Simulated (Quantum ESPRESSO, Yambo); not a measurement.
# GaP (F-43m): G0W0 on several meshes in Yambo, part 2 of 2

Wanted: mesh dependence and cost of G0W0 for GaP (F-43m).

Quantum ESPRESSO 7.5 and Yambo 5.3.0; PBE and many-body steps on it, plane waves. Known limits of the many-body steps: not at the basis limit; no spin-orbit coupling; coarse k mesh.

So far. Step 4 (4×4×4): The gap on the mesh goes from 1.65 eV to 2.31 eV, a correction of +0.66 eV. Step 5 (Empty states on the mesh, 2×2×2 mesh, 207 bands): On this mesh the gap is 1.653 eV.

## 7. 2×2×2

This step: G0W0 on PBE, plane waves, norm-conserving pseudopotentials.

Input file gw11.in:

```
HF_and_locXC
gw0
dyson
ppa
em1d
rim_cut
RandQpts= 1000000
RandGvec= 1 RL
EXXRLvcs= 104 Ry
VXCRLvcs= 416 Ry
Chimod= "HARTREE"
% BndsRnXp
 1 | 207 |
%
NGsBlkXp= 17 Ry
% LongDrXp
 1 | 1 | 1 |
%
% GbndRnge
 1 | 207 |
%
DysSolver= "n"
ExtendOut
PPAPntXp= 27.21138 eV
% QPkrange
 1 | 1 | 12 | 15 |
 3 | 3 | 12 | 15 |
%
```

On the command line:

```sh
OMP_NUM_THREADS=1 mpirun -n 4 yambo -F gw11.in -J gw11 -C gw11 > gw11.log
```

What it wrote:

```text
 Yambo, version 5.3.0

 [02] CORE Variables Setup
 =========================

  [... cell, symmetries and grids as in the set-up ...]

  [02.05] Energies & Occupations
  ==============================

  [X] === General ===
  [X] Electronic Temperature                        :  0.000000  0.000000 [eV K]
  [X] Bosonic    Temperature                        :  0.000000  0.000000 [eV K]
  [X] Finite Temperature mode                       : no
  [X] El. density                                   :  0.64228E+24 [cm-3]
  [X] Fermi Level                                   :  8.204632 [eV]

  [X] === Gaps and Widths ===
  [X] Conduction Band Min                           :  1.653057 [eV]
  [X] Valence Band Max                              :  0.000000 [eV]
  [X] Filled Bands                                  :  13
  [X] Empty Bands                                   :   14  207
  [X] Direct Gap                                    :  1.817542 [eV]
  [X] Direct Gap localized at k                     :  1
  [X] Indirect Gap                                  :  1.653057 [eV]
  [X] Indirect Gap between kpts                     :  1  3
  [X] Last valence band width                       :  2.682584 [eV]
  [X] 1st conduction band width                     :  0.164485 [eV]

 [03] Transferred momenta grid and indexing
 ==========================================

 IBZ Q-points                                      :  3
 BZ  Q-points                                      :   8

 K/Q-points units:
 rlu = crystal or reduced units; cc = cartesian coordinates; iku = interal k-units

 Q [1]          [rlu]:  0.000000  0.000000  0.000000
 Q [2]          [rlu]:  0.51853E-17  0.51853E-17 -0.50000
 Q [3]          [rlu]: -0.34504E-17 -0.50000     -0.50000

 [04] Coloumb potential Random Integration (RIM)
[...]
[Hartree-Fock] El. density                        :  0.64228E+24 [cm-3]
  [Hartree-Fock] Fermi Level                        :  8.204632 [eV]

  [Hartree-Fock] === Gaps and Widths ===
  [Hartree-Fock] Conduction Band Min                :  1.669783 [eV]
  [Hartree-Fock] Valence Band Max                   : -1.117749 [eV]
  [Hartree-Fock] Filled Bands                       :  13
  [Hartree-Fock] Empty Bands                        :   14  207
  [Hartree-Fock] Direct Gap                         :  2.787532 [eV]
  [Hartree-Fock] Direct Gap localized at k          :  2
  [Hartree-Fock] Indirect Gap                       :  2.787532 [eV]
  [Hartree-Fock] Indirect Gap between kpts          :  2  2
  [Hartree-Fock] Last valence band width            :  4.472012 [eV]
  [Hartree-Fock] 1st conduction band width          :  5.621220 [eV]

 [08] Dyson equation: Newton solver
 ==================================

  [08.01] G0W0 (W PPA)
  ====================

  [  GW  ] Bands range     :    1  207
  [GW/PPA] G damping       :  0.100000 [eV]

  QP @ state[ 1 ] K range:  1  1
  QP @ state[ 1 ] b range:  12  15
  QP @ state[ 2 ] K range:  3  3
  QP @ state[ 2 ] b range:  12  15

   Sc/G bands                                       :    1  207
   Sc/G damping                                     :  0.100000 ev
   Sc bands terminator                              : no
   Sx RL components                                 :   4957

   QP @ state[ 1 ] K range                          :  1  1
   QP @ state[ 1 ] b range                          :  12  15
   QP @ state[ 2 ] K range                          :  3  3
   QP @ state[ 2 ] b range                          :  12  15
   GF energies kind                                 : Perdew, Burke & Ernzerhof(X)+Perdew, Burke & Ernzerhof(C)
   GF WF`s kind                                     : Perdew, Burke & Ernzerhof(X)+Perdew, Burke & Ernzerhof(C)
   Xs energies kind                                 : Perdew, Burke & Ernzerhof(X)+Perdew, Burke & Ernzerhof(C)
   Xs WF`s kind                                     : Perdew, Burke & Ernzerhof(X)+Perdew, Burke & Ernzerhof(C)

 [11] Game Over & Game summary
```

The job ended after 25 s (4 MPI ranks of Arm Neoverse V1, shared host; peak memory 1.5 GiB).

Numbers from this step:

```
G0W0 gap on the points computed              : 2.207 eV
starting gap on the mesh                     : 1.653 eV
k of the valence top                         : 0, 0, 0
k of the conduction bottom                   : 0, -0.5, -0.5
least direct G0W0 gap on the computed points : 2.723 eV
Z at the valence top                         : 0.7930
Z at the conduction bottom                   : 0.8200
```

Against G0W0 in Yambo (4×4×4 mesh, 207 bands, screening to 231.3 eV, Godby-Needs plasmon pole), the gap moves by −0.107 eV.

## 8. Empty states on the mesh, 6×6×6 mesh, 207 bands

This step: Quantum ESPRESSO 7.5; DFT, PBE, plane waves, norm-conserving pseudopotentials.

Input file pw.in:

```
&control
  calculation = 'nscf'
  prefix = 'x'
  outdir = 'o'
  pseudo_dir = 'pseudo'
/
&system
  ibrav = 0
  nat = 2
  ntyp = 2
  ecutwfc = 104.0
  nbnd = 207
  force_symmorphic = .true.
/
&electrons
  conv_thr = 1e-9
  electron_maxstep = 80
  diago_full_acc = .true.
  diago_thr_init = 5e-6
/
ATOMIC_SPECIES
  Ga 69.723 Ga.upf
  P 30.974 P.upf
CELL_PARAMETERS angstrom
  0.0000000000 2.7252500000 2.7252500000
  2.7252500000 0.0000000000 2.7252500000
  2.7252500000 2.7252500000 0.0000000000
ATOMIC_POSITIONS crystal
  Ga 0.0000000000 0.0000000000 0.0000000000
  P 0.2500000000 0.2500000000 0.2500000000
K_POINTS automatic
  6 6 6 0 0 0
```

On the command line:

```sh
OMP_NUM_THREADS=1 mpirun -n 4 pw.x -nk 4 -in pw.in > pw.out
```

What it wrote:

```text
[banner, memory and clock lines left out]
Program PWSCF v.7.5 starts

     Atomic positions and unit cell read from directory:
     o/x.save/

     Message from routine setup:
     using ibrav=0 with symmetry is DISCOURAGED, use correct ibrav instead

     G-vector sticks info

     bravais-lattice index     =            0
     lattice parameter (alat)  =       7.2832  a.u.
     unit-cell volume          =     273.1780 (a.u.)^3
     number of atoms/cell      =            2
     number of atomic types    =            2
     number of electrons       =        26.00
[...]
[... 14 further rows ...]
[...]
163.0326 163.8097 164.1208 164.9356 164.9356 165.7469 165.7469

          k = 0.2357 0.2357-0.2357 (  4879 PWs)   bands (ev):

[...]
74.1793  74.1797  74.1797  77.4520  77.4520  80.1851  80.2265  81.3290
     [... 14 further rows ...]
   153.7424 153.7424 155.6279 157.5398 157.5398 157.7510 158.6976 158.6976
   159.9629 159.9823 159.9823 160.6879 161.2528 161.2528 162.8696

          k =-0.3536-0.3536 0.3536 (  4910 PWs)   bands (ev):

     [... further k-points ...]

     highest occupied, lowest unoccupied level (ev):     8.2046    9.8577

     XML data file, pseudopotentials, collected wavefunctions
```

Wall time 44 s (4 MPI ranks); peak memory 0.55 GiB.

This step gave:

| Quantity | Value |
| --- | --- |
| gap | 1.653 eV |
| k of the valence top | 0, 0, 0 |
| k of the conduction bottom | 0, -0.5, -0.5 |
| least direct gap | 1.818 eV |
| k points computed | 16 |
| lowest point of the top converged band, above the valence top | 151.7540 eV |

On this mesh the gap is 1.653 eV.

## 9. Conversion and set-up

This step: Yambo 5.3.0; conversion and set-up on PBE, plane waves, norm-conserving pseudopotentials.

On the command line:

```sh
(cd o/x.save; p2y > p2y.log; mv SAVE ../..); yambo > setup.log
```

What it wrote:

```text
 Yambo, version 5.3.0

 [02] CORE Variables Setup
 =========================

  [02.01] Unit cells
  ==================

  Cell kind             :  FCC
  Atoms in the cell     :  Ga  P
  number of Ga atoms    :  1
  number of P  atoms    :  1

  List of atomic masses
  Mass of Ga    :  69.72300
  Mass of P     :  30.97400

  List of atomic coordinates    : [cc]
  Ga1       :  0.000000  0.000000  0.000000  order 1
  P1       :  2.574988  2.574988  2.574988  order 2

  Alat factors          :  5.149976  5.149976  5.149976 [a.u.]
  Direct lattice volume :  273.1780 [a.u.]
[...]
Q [ 1]         [rlu]:  0.000000  0.000000  0.000000
 Q [ 2]         [rlu]:  0.25176E-17  0.25176E-17  0.16667
 Q [ 3]         [rlu]:  0.50351E-17  0.50351E-17  0.33333
[...]
Q [ 8]         [rlu]:  0.51853E-17  0.16667     -0.33333
 Q [ 9]         [rlu]: -0.32791E-16  0.16667     -0.16667
 Q [10]         [rlu]:  0.25050E-16  0.33333      0.33333
     [... 4 further rows ...]
 Q [15]         [rlu]:  0.166667  0.333333 -0.333333
 Q [16]         [rlu]:  0.166667 -0.500000 -0.333333

  [03.01] X indexes
  =================

   [03.01.01] Sigma indexes
   ========================

 [06] Game Over & Game summary
```

It took 3.6 s on 1 MPI rank; peak memory 0.25 GiB.

## 10. 6×6×6

This step: G0W0 on PBE, plane waves, norm-conserving pseudopotentials.

gw12.in, as its differences from gw11.in of step 7:

```diff
@@ -26,3 +26,3 @@
  1 | 1 | 12 | 15 |
- 3 | 3 | 12 | 15 |
+ 13 | 13 | 12 | 15 |
 %
```

On the command line:

```sh
OMP_NUM_THREADS=1 mpirun -n 4 yambo -F gw12.in -J gw12 -C gw12 > gw12.log
```

What it wrote:

```text
 Yambo, version 5.3.0

 [02] CORE Variables Setup
 =========================

  [... cell, symmetries and grids as in the set-up ...]

  [02.05] Energies & Occupations
  ==============================

  [X] === General ===
  [X] Electronic Temperature                        :  0.000000  0.000000 [eV K]
  [X] Bosonic    Temperature                        :  0.000000  0.000000 [eV K]
  [X] Finite Temperature mode                       : no
  [X] El. density                                   :  0.64228E+24 [cm-3]
[...]
QP @ state[ 1 ] b range                          :  12  15
   QP @ state[ 2 ] K range                          :  13  13
   QP @ state[ 2 ] b range                          :  12  15
   GF energies kind                                 : Perdew, Burke & Ernzerhof(X)+Perdew, Burke & Ernzerhof(C)
   GF WF`s kind                                     : Perdew, Burke & Ernzerhof(X)+Perdew, Burke & Ernzerhof(C)
   Xs energies kind                                 : Perdew, Burke & Ernzerhof(X)+Perdew, Burke & Ernzerhof(C)
   Xs WF`s kind                                     : Perdew, Burke & Ernzerhof(X)+Perdew, Burke & Ernzerhof(C)

 [11] Game Over & Game summary
```

Elapsed: 25 min, on 4 MPI ranks; peak memory 2.7 GiB; 1.6 h of CPU time.

Numbers from this step:

```yaml
g0w0_gap_on_the_points_computed: 2.332 eV
starting_gap_on_the_mesh: 1.653 eV
k_of_the_valence_top: 0, 0, 0
k_of_the_conduction_bottom: 0, -0.5, -0.5
least_direct_g0w0_gap_on_the_computed_points: 2.671 eV
```

Against G0W0 in Yambo (4×4×4 mesh, 207 bands, screening to 231.3 eV, Godby-Needs plasmon pole), the gap moves by +0.018 eV.

## 11. The runs together

Times are wall times on 4 MPI ranks of Arm Neoverse V1, shared host, good to a factor of about two.

```
  run   mesh  bands  screening cutoff (eV)  DFT gap (eV)  gap on the mesh (eV)  direct (eV)     time
4×4×4  4×4×4    207                  231.3         1.653                 2.314        2.681  4.3 min
2×2×2  2×2×2    207                  231.3         1.653                 2.207        2.723     25 s
6×6×6  6×6×6    207                  231.3         1.653                 2.332        2.671   25 min
```

## 12. Summary of results

| Property | Result |
| --- | --- |
| 4×4×4 | 2.314 eV |
| 2×2×2 | 2.207 eV |
| 6×6×6 | 2.332 eV |
| known limits | not at the basis limit; no spin-orbit coupling; coarse k mesh |

What this shows: 2×2×2: −0.107 eV against 4×4×4. 6×6×6: +0.018 eV against 4×4×4. Bands and cutoff are finite, so the gap is not at the basis limit. The miss can reach some tenths of an eV and take either sign; the mesh is an error of its own. In the G0W0 runs levels were corrected at 2 k points alone, so a gap called «on the mesh» is the least over those, and an edge elsewhere would be missed. A denser mesh or path gives a starting gap of 1.59 eV: the GW mesh misses a band edge, so its gaps are not the fundamental one. The 4×4×4 mesh is coarse for this cell, which bears on the long-range parts of exchange and screening. The many-body steps are scalar-relativistic: spin-orbit coupling is not in them.

[Paths, hosts, dates, memory and timing lines, banners, echoed tables and standing remarks are left out of the program output.]

[Logs are printed without paths, hosts, clocks, repeated set-up lines and the standing remarks that a program may print on its own settings, such as how far it seeks lower states.]

[Runs of the session that timed out or met a known fault of the program may be left out.]

[Hosts, paths, dates, database ids (printed as entryN), source tags and the programs' standing remarks are cut or masked in the printed files.]
